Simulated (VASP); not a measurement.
# CdTe (F-43m) in VASP: further runs

Runs on CdTe. Level: LDA. Tasks: single point.

Everything below comes from runs of VASP 6.6.1. Logs are shortened: lines on timing, memory, paths and dates and some standing lists are left out, and cuts for length are marked.

**Experimental background.**

A printed reference work, data compilation reports, for a bulk crystal of CdTe at 0 K: band gap 1.607 eV.

The results are compared with them further down.

## (1) The cell of the first run

It takes space group F-43m (No. 216, cubic). The conventional cell has a = 6.410 Å, b = 6.410 Å, c = 6.410 Å, α = 90.00°, β = 90.00°, γ = 90.00°. Cd (site symmetry -43m) has 4 Te at 2.78 Å within 3.7 Å. Te (site symmetry -43m) has 4 Cd at 2.78 Å within 3.7 Å.

## (2) Single point, LDA

INCAR reads:

```
PREC = Accurate
ENCUT = 520
EDIFF = 1E-6
ISMEAR = 0
SIGMA = 0.01
LREAL = F
LASPH = T
NELM = 80
ALGO = Normal
ISIF = 2
LWAVE = F
LCHARG = T
GGA = CA
LELF = T
LVHAR = T
NBANDS = 16
```

KPOINTS reads:

```
regular mesh
0
Gamma
  6 6 6
```

POSCAR reads:

```
CdTe
1.0
    0.0000000000      3.2050000000      3.2050000000
    3.2050000000      0.0000000000      3.2050000000
    3.2050000000      3.2050000000      0.0000000000
Cd Te
1 1
Direct
    0.0000000000      0.0000000000      0.0000000000
    0.2500000000      0.2500000000      0.2500000000
```

Potentials or basis: VASP PAW LDA potentials, release 64 (Cd, Te).

Launch:

```bash
cat potpaw_LDA.64/Cd/POTCAR potpaw_LDA.64/Te/POTCAR > POTCAR
mpirun -np 1 vasp_std > vasp.out
```

OUTCAR:

```text
PREC = Accurate
   ENCUT = 520
   EDIFF = 1E-6
   ISMEAR = 0
   LREAL = F
   LASPH = T
   NELM = 80
   ISIF = 2
   GGA = CA

 ion  position               nearest neighbor table
   1  0.000  0.000  0.000-   2 2.78   2 2.78   2 2.78   2 2.78
   2  0.250  0.250  0.250-   1 2.78   1 2.78   1 2.78   1 2.78

  LATTYP: Found a face centered cubic cell.
 ALAT       =     6.4100000000

  Lattice vectors:

 A1 = (   0.0000000000,   3.2050000000,   3.2050000000)
 A2 = (   3.2050000000,   0.0000000000,   3.2050000000)
 A3 = (   3.2050000000,   3.2050000000,   0.0000000000)

Analysis of symmetry for initial positions (statically):
=====================================================================
 Subroutine PRICEL returns:
 Original cell was already a primitive cell.

 Routine SETGRP: Setting up the symmetry group for a
 face centered cubic supercell.

 Subroutine GETGRP returns: Found 24 space group operations
 (whereof 24 operations were pure point group operations)
 out of a pool of 48 trial point group operations.

The static configuration has the point symmetry T_d .

Analysis of symmetry for dynamics (positions and initial velocities):
=====================================================================
 Subroutine PRICEL returns:
 Original cell was already a primitive cell.

 Routine SETGRP: Setting up the symmetry group for a
 face centered cubic supercell.

 Subroutine GETGRP returns: Found 24 space group operations
 (whereof 24 operations were pure point group operations)
 out of a pool of 48 trial point group operations.

The dynamic configuration has the point symmetry T_d .

 Subroutine INISYM returns: Found 24 space group operations
 (whereof 24 operations are pure point group operations),
 and found     1 'primitive' translations

----------------------------------------------------------------------------------------

                                     Primitive cell

  volume of cell :      65.8437

  direct lattice vectors                    reciprocal lattice vectors
     0.000000000  3.205000000  3.205000000    -0.156006240  0.156006240  0.156006240
     3.205000000  0.000000000  3.205000000     0.156006240 -0.156006240  0.156006240
     3.205000000  3.205000000  0.000000000     0.156006240  0.156006240 -0.156006240

  length of vectors
     4.532554467  4.532554467  4.532554467     0.270210734  0.270210734  0.270210734

  position of ions in fractional coordinates (direct lattice)
     0.000000000  0.000000000  0.000000000
     0.250000000  0.250000000  0.250000000

  ion indices of the primitive-cell ions
   primitive index   ion index
                 1           1
                 2           2

----------------------------------------------------------------------------------------

 KPOINTS: regular mesh

Automatic generation of k-mesh.
 Grid dimensions read from file:
 generate k-points for:    6    6    6

 Generating k-lattice:

  Cartesian coordinates                     Fractional coordinates (reciprocal lattice)
    -0.026001040  0.026001040  0.026001040     0.166666667  0.000000000  0.000000000
     0.026001040 -0.026001040  0.026001040     0.000000000  0.166666667  0.000000000
     0.026001040  0.026001040 -0.026001040     0.000000000  0.000000000  0.166666667

  Length of vectors
     0.045035122  0.045035122  0.045035122

  Shift w.r.t. Gamma in fractional coordinates (k-lattice)
     0.000000000  0.000000000  0.000000000

 Subroutine IBZKPT returns following result:
 ===========================================

 Found     16 irreducible k-points:

 Following reciprocal coordinates:
            Coordinates               Weight
  0.000000  0.000000  0.000000      1.000000
  0.166667  0.000000  0.000000      8.000000
  0.333333  0.000000  0.000000      8.000000
  0.500000  0.000000  0.000000      4.000000
  0.166667  0.166667  0.000000      6.000000
  0.333333  0.166667  0.000000     24.000000
[... 8 lines left out ...]
 -0.333333  0.333333  0.166667     24.000000
 -0.333333  0.500000  0.166667     12.000000
   k-points           NKPTS =     16   k-points in BZ     NKDIM =     16   number of bands    NBANDS=     16
   number of dos      NEDOS =    301   number of ions     NIONS =      2
   total plane-waves  NPLWV =  46656
   dimension x,y,z NGX =    36 NGY =   36 NGZ =   36
   dimension x,y,z NGXF=    72 NGYF=   72 NGZF=   72
   ions per type =               1   1
   NGX,Y,Z   is equivalent  to a cutoff of  13.20, 13.20, 13.20 a.u.
   NGXF,Y,Z  is equivalent  to a cutoff of  26.41, 26.41, 26.41 a.u.
 SYSTEM =  unknown system
   PREC   = accura    normal or accurate (medium, high low for compatibility)
   ISTART =      0    job   : 0-new  1-cont  2-samecut
   ICHARG =      2    charge: 1-file 2-atom 10-const
   ISPIN  =      1    spin polarized calculation?
   LNONCOLLINEAR =      F non collinear calculations
   LSORBIT =      F    spin-orbit coupling
   LASPH  =      T    aspherical Exc in radial PAW
   ENCUT  =  520.0 eV  38.22 Ry    6.18 a.u.   8.43  8.43  8.43*2*pi/ulx,y,z
   NELM   =     80;   NELMIN=  2; NELMDL= -5     # of ELM steps
   EDIFF  = 0.1E-05   stopping-criterion for ELM
   LREAL  =      F    real-space projection
   EDIFFG = 0.1E-04   stopping-criterion for IOM
   NSW    =      0    number of steps for IOM
   IBRION =     -1    ionic relax: 0-MD 1-quasi-New 2-CG
   NFREE  =      0    steps in history (QN), initial steepest desc. (CG)
   ISIF   =      2    stress and relaxation
   ISYM   =      2    0-nonsym 1-usesym 2-fastsym
   POTIM  = 0.5000    time-step for ionic-motion
   TEBEG  =    0.0;   TEEND  =   0.0 temperature during run
   PSTRESS=    0.0 pullay stress
   NELECT =      18.0000    total number of electrons
   NUPDOWN=      -1.0000    fix difference up-down
   EMIN   =  10.00;   EMAX   =-10.00  energy-range for DOS
   EFERMI =   0.00;   METHOD = LEGACY
   ISMEAR =     0;   SIGMA  =   0.01  broadening in eV -4-tet -1-fermi 0-gaus
   EFERMI_NEDOS =   21; number of points for ismear=-14 and -15
   IALGO  =     38    algorithm
   IMIX   =      4    mixing-type and parameters
     AMIX     =   0.40;   BMIX     =  1.00
     AMIX_MAG =   1.60;   BMIX_MAG =  1.00
  volume/ion in A,a.u.               =      32.92       222.17
  Fermi-wavevector in a.u.,A,eV,Ry     =   1.062497  2.007828 15.359610  1.128899
  Thomas-Fermi vector in A             =   2.197950
   LORBIT       =      0    0 simple, 1 ext, 2 COOP (PROOUT), +10 PAW based schemes
   GGA     = CA    functional components
   LHFCALC =     F    Hartree Fock is set to
   AEXX    =    0.0000 exact exchange contribution
   IVDW    =     0    specifies the selected vdW correction
   LEPSILON=     F    determine dielectric tensor
   LRPA    =     F    only Hartree local field effects (RPA)
 non-spin polarized calculation
 Gauss-broadening in eV      SIGMA  =   0.01
  energy-cutoff  :      520.00
  volume of cell :       65.84
 maximum number of plane-waves:      1807
 NGX is ok and might be reduce to    36
   NGX = 17   NGY = 17   NGZ = 17

 number of electron      17.9999995 magnetization

 Free energy of the ion-electron system (eV)
  ---------------------------------------------------
  ext. energy  EPLUGINS =         0.00000000
  ---------------------------------------------------
  free energy    TOTEN  =        -6.04427543 eV

  energy without entropy =       -6.04427543  energy(sigma->0) =       -6.04427543

 E-fermi :   2.5768     XC(G=0):  -9.0888

 val. band max:        2.4698408941   @ k =   0.0000   0.0000   0.0000
 cond. band min:       3.1207021248   @ k =   0.0000   0.0000   0.0000
 fundamental gap:      0.6508612307
 Fermi energy:         2.5768271142

 k-point     1 :       0.0000    0.0000    0.0000
  band No.  band energies     occupation
      1      -8.9651      2.00000
      2      -5.9465      2.00000
      3      -5.9465      2.00000
      4      -5.9465      2.00000
      5      -5.6574      2.00000
      6      -5.6574      2.00000
[... 8 lines left out ...]
     15      11.8612      0.00000
     16      11.8612      0.00000

 k-point     2 :       0.1667    0.0000    0.0000
  band No.  band energies     occupation
      1      -8.8559      2.00000
      2      -5.9258      2.00000
      3      -5.9258      2.00000
      4      -5.8621      2.00000
      5      -5.6589      2.00000
      6      -5.6589      2.00000
[... 8 lines left out ...]
     15      10.8882      0.00000
     16      10.8882      0.00000

 k-point     3 :       0.3333    0.0000    0.0000
  band No.  band energies     occupation
      1      -8.6364      2.00000
      2      -5.8902      2.00000
      3      -5.8902      2.00000
      4      -5.6548      2.00000
      5      -5.6548      2.00000
      6      -5.5653      2.00000
[... 8 lines left out ...]
     15      11.3105      0.00000
     16      11.3105      0.00000

 k-point     4 :       0.5000    0.0000    0.0000
  band No.  band energies     occupation
      1      -8.5286      2.00000
      2      -5.8765      2.00000
      3      -5.8765      2.00000
      4      -5.6478      2.00000
      5      -5.6478      2.00000
      6      -5.2845      2.00000
[... 8 lines left out ...]
     15      12.7621      0.00000
     16      12.7621      0.00000
[... 172 lines left out ...]
 k-point    14 :       0.5000    0.3333    0.1667
  band No.  band energies     occupation
      1      -8.4976      2.00000
      2      -5.8407      2.00000
      3      -5.8331      2.00000
      4      -5.7065      2.00000
      5      -5.6441      2.00000
      6      -5.3303      2.00000
[... 8 lines left out ...]
     15      12.7271      0.00000
     16      13.9295      0.00000

 k-point    15 :      -0.3333    0.3333    0.1667
  band No.  band energies     occupation
      1      -8.4300      2.00000
      2      -5.8331      2.00000
      3      -5.8163      2.00000
      4      -5.6861      2.00000
      5      -5.6553      2.00000
      6      -5.1175      2.00000
[... 8 lines left out ...]
     15      12.9227      0.00000
     16      13.7048      0.00000

 k-point    16 :      -0.3333    0.5000    0.1667
  band No.  band energies     occupation
      1      -8.3970      2.00000
      2      -5.8035      2.00000
      3      -5.7993      2.00000
      4      -5.7122      2.00000
      5      -5.6443      2.00000
      6      -5.0645      2.00000
[... 8 lines left out ...]
     15      13.5701      0.00000
     16      13.8135      0.00000

------------------------ aborting loop because EDIFF is reached ----------------------------------------

  FORCE on cell =-STRESS in cart. coord.  units (eV):
  Direction    XX          YY          ZZ          XY          YZ          ZX
  --------------------------------------------------------------------------------------
  -------------------------------------------------------------------------------------
  Total        0.1067740      0.1067740      0.1067740      0.0000000      0.0000000     -0.0000000
  in kB        2.5981375      2.5981375      2.5981375      0.0000000      0.0000000     -0.0000000
  external PRESSURE =       2.5981375 kB  Pullay stress =       0.0000000 kB

 VOLUME and BASIS-vectors are now :
 -----------------------------------------------------------------------------
  energy-cutoff  :      520.00
  volume of cell :       65.84
      direct lattice vectors                 reciprocal lattice vectors
     0.000000000  3.205000000  3.205000000    -0.156006240  0.156006240  0.156006240
     3.205000000  0.000000000  3.205000000     0.156006240 -0.156006240  0.156006240
     3.205000000  3.205000000  0.000000000     0.156006240  0.156006240 -0.156006240

 POSITION                                       TOTAL-FORCE (eV/Angst)
 -----------------------------------------------------------------------------------
      0.00000      0.00000      0.00000         0.000000      0.000000     -0.000000
      1.60250      1.60250      1.60250        -0.000000     -0.000000      0.000000
 -----------------------------------------------------------------------------------
    total drift:                                0.000000      0.000000      0.000000

  FREE ENERGIE OF THE ION-ELECTRON SYSTEM (eV)
  ---------------------------------------------------
  free  energy   TOTEN  =        -6.0442754303 eV

  energy  without entropy=       -6.0442754303  energy(sigma->0) =       -6.04427543
```

It took 21 s on 1 thread of Intel Xeon 8259CL, shared host; peak memory 0.18 GiB.

Results:

| Quantity | Value |
| --- | --- |
| Free energy | -6.0443 eV |
| Pressure | 0.3 GPa |
| Band gap on the k mesh | 0.65 eV, direct |

Caveat: spin-orbit coupling is left out, which moves the levels of the heavy elements.

## (3) Single point, LDA, non-collinear spin, zero start, spin-orbit coupling

INCAR reads:

```
PREC = Accurate
ENCUT = 520
EDIFF = 1E-6
ISMEAR = 0
SIGMA = 0.01
LREAL = False
LASPH = True
NELM = 150
ALGO = Normal
ISIF = 2
LWAVE = False
LCHARG = True
LNONCOLLINEAR = True
MAGMOM = 0 0 0 0 0 0
LORBIT = 11
LSORBIT = True
GGA_COMPAT = False
LORBMOM = True
LVHAR = True
NBANDS = 30
```

KPOINTS is that of step 2.

POSCAR is that of step 2.

Potentials or basis: VASP PAW LDA potentials, release 64 (Cd, Te).

Launch:

```bash
cat potpaw_LDA.64/Cd/POTCAR potpaw_LDA.64/Te/POTCAR > POTCAR
mpirun -np 1 vasp_ncl > vasp.out
```

It took 2 min on 1 thread of Intel Xeon 8259CL, shared host; peak memory 0.33 GiB.

It converged, with:

* Free energy: -6.1768 eV
* Pressure: 0.3 GPa
* Net moment: 0.00 μB per cell
* Valence electrons inside the program's atomic spheres: Cd 10.35; Te 3.45

Moments on the atoms (μB; x, y, z):
```
Cd  0.00 0.00 0.00
Te  0.00 0.00 0.00
```

## (4) Against experiment

Step 2. Against the measured gap of CdTe, 1.607 eV (0 K; a printed reference work, data compilation), the calculated 0.65 eV is off by -0.96 eV. Spin-orbit coupling on Cd, Te is left out. The value is that of LDA, without temperature or zero-point motion. Semilocal functionals fall short of measured gaps as a rule.
